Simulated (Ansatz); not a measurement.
# SiMo3: the cost of one run

Method: DFT PBE, scalar-relativistic, plane waves, PAW, in Ansatz 0.2.0.

2 further runs of the same task are left out: 2 set aside as unsound or not needed. Runs told in other sessions of the task aren't counted.

## Step 1: The structure to begin with

Symmetry: Pm-3n, No. 223, cubic system. Conventional cell: a = 4.906 Å, b = 4.906 Å, c = 4.906 Å, α = 90.00°, β = 90.00°, γ = 90.00°. Around Si (site symmetry m-3) lie 12 Mo at 2.74 Å. Around Mo (site symmetry -4m2) lie 2 Mo at 2.45 Å and 4 Si at 2.74 Å.

As a file:

```cif
data_structure
_symmetry_space_group_name_H-M 'P 1'
_symmetry_Int_Tables_number 1
_cell_length_a 4.9065
_cell_length_b 4.9065
_cell_length_c 4.9065
_cell_angle_alpha 90.000
_cell_angle_beta 90.000
_cell_angle_gamma 90.000
_cell_volume 118.11
loop_
_atom_site_label
_atom_site_type_symbol
_atom_site_fract_x
_atom_site_fract_y
_atom_site_fract_z
_atom_site_occupancy
Si1 Si 0.00000 0.00000 0.00000 1
Si2 Si 0.50000 0.50000 0.50000 1
Mo1 Mo 0.25000 0.00000 0.50000 1
Mo2 Mo 0.50000 0.75000 0.00000 1
Mo3 Mo 0.75000 0.00000 0.50000 1
Mo4 Mo 0.50000 0.25000 0.00000 1
Mo5 Mo 0.00000 0.50000 0.75000 1
Mo6 Mo 0.00000 0.50000 0.25000 1
```

This cell was relaxed beforehand with the same method: volume 14.76 Å³/atom, gap on the mesh none (metal).

Reference energy of this cell: -31010.2940 eV (8 atoms, 8×8×8 mesh, zero smearing).

## Step 2: Cell: atoms packed at random at 1.25 times the crystal's volume further on a centred mesh

3 Si, 9 Mo were thrown into a skewed cell at random, at 1.25 times a reference volume of the solid, and pushed apart as soft spheres.

The cell holds 3 Si, 9 Mo: a = 5.253 Å, b = 5.238 Å, c = 6.710 Å, α = 83.41°, β = 82.33°, γ = 94.35°.

## Step 3: The final cell at tighter settings

The input, input.yaml:

```yaml
crystal:
  lattice:
    - [5.2337214842, -0.204392979, 0.4047049762]
    - [-0.2214759398, 5.2221167641, 0.3429627452]
    - [0.3949960828, 0.3504271703, 6.6891736871]
  atoms:
    - { symbol: Si, position: [0.9589490577, 0.8822959124, 0.6352641656] }
    - { symbol: Si, position: [0.7719679023, 0.3190501315, 0.8341266502] }
    - { symbol: Si, position: [0.3654495868, 0.6006708249, 0.7346871868] }
    - { symbol: Mo, position: [0.5363051382, 0.1112325716, 0.571587889] }
    - { symbol: Mo, position: [0.031148277, 0.5902972189, 0.0581666117] }
    - { symbol: Mo, position: [0.1105010577, 0.3589578244, 0.4957122717] }
    - { symbol: Mo, position: [0.1946048727, 0.0901721628, 0.8977862024] }
    - { symbol: Mo, position: [0.6997242718, 0.6111641773, 0.4111972832] }
    - { symbol: Mo, position: [0.8654414653, 0.1007389409, 0.2346730496] }
    - { symbol: Mo, position: [0.2832285976, 0.8480458851, 0.3219596874] }
    - { symbol: Mo, position: [0.4476683668, 0.3534003198, 0.1474081451] }
    - { symbol: Mo, position: [0.6203536844, 0.8424960433, 0.9736567324] }
  symmetry: { detect: false }
basis:
  ecutwfc: 420
kpoints:
  mp_grid: { grid: [4, 4, 3] }
hamiltonian:
  xc: pbe
scf:
  occupations: { method: gaussian, width: 0.1 }
  lower_state_search: "off"
output:
  forces: true
  stress: true
  eigenvalues: true
relax:
  adjacent_minimum: "off"
  f_tol: 0.04
  max_steps: 25
  cell: { stress_tol: 0.3 }
```

Run with:

```sh
ansatz run input.yaml --threads 2 --pin off --max-ram 5120MiB --backend cpu --events-out ev --progress --plain --runs-dir out
```

Q: Estimate wall time and peak memory on 2 threads of Intel Xeon at 2.50GHz (Skylake/Cascade Lake), shared host.

About 3.5 min, with a peak of 0.66 GiB.
